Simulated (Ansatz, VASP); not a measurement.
CuO: VASP beside Ansatz

Contents of INCAR:

```
ALGO = Normal
EDIFF = 1E-7
ENCUT = 520
GGA = PE
ISIF = 2
ISMEAR = -1
LASPH = T
LCHARG = F
LREAL = F
LWAVE = F
NBANDS = 16
NELM = 100
PREC = Accurate
SIGMA = 0.05
```

KPOINTS

```
k-points
0
Gamma
  10 10 10
```

POSCAR

```
CuO
1.0
    0.0000000000      2.3272527300      2.3272527300
    2.3272527300      0.0000000000      2.3272527300
    2.3272527300      2.3272527300      0.0000000000
Cu O
1 1
Direct
    0.0000000000      0.0000000000      0.0000000000
    0.2500000000      0.2500000000      0.2500000000
```

The input input.yaml:

```yaml
crystal:
  lattice:
    - [0.0, 2.32725273, 2.32725273]
    - [2.32725273, 0.0, 2.32725273]
    - [2.32725273, 2.32725273, 0.0]
  atoms:
    - { symbol: Cu, position: [0.0, 0.0, 0.0] }
    - { symbol: O, position: [0.25, 0.25, 0.25] }
hamiltonian:
  xc: pbe
  pseudopotentials: { kind: paw }
kpoints:
  mp_grid: { grid: [10, 10, 10] }
scf:
  occupations: { method: fermi_dirac, width: 0.05 }
output:
  forces: true
  stress: true
  eigenvalues: true
  write_density: true
  write_potential: true
  elf: true
  volumetric_format: npy
```

Measurements of this composition are mostly on another form, of space group No. 15.

Alike in both runs: task single point; functional PBE; k mesh 10 × 10 × 10; occupations fermi-dirac, width 0.05 eV; no spin polarisation.

|  | VASP | Ansatz |
| --- | --- | --- |
| version | VASP 6.6.1 | Ansatz 0.2.0 |
| potentials or method | VASP PAW PBE potentials, release 64 (Cu, O) | Ansatz PAW |
| plane-wave cutoff (eV) | 520 | 420 |
| valence electrons in the cell | 17 | 25 |

```csv
,VASP,Ansatz,Ansatz less VASP
gap on the k mesh at the Fermi level (eV),none,none,-
pressure (GPa),-9.1,-9.6,-0.46
```

A gap of «none» marks a metal or a gap that the smearing closes. The two sets of potentials don't hold the same shells in valence.

Caveats: an odd number of electrons without spin polarisation forces a metal; a magnetic or distorted state may lie lower; the run has no spin polarisation, though such a crystal can be magnetic; semilocal functionals often make such compounds metallic where correlation or magnetic order opens a gap, which also shifts bond lengths; the pressure holds a Pulay correction of +0.6 GPa for the finite cutoff (Ansatz). With open d or f shells a metallic result of PBE can be an artefact of self-interaction; +U or a hybrid may open a gap.
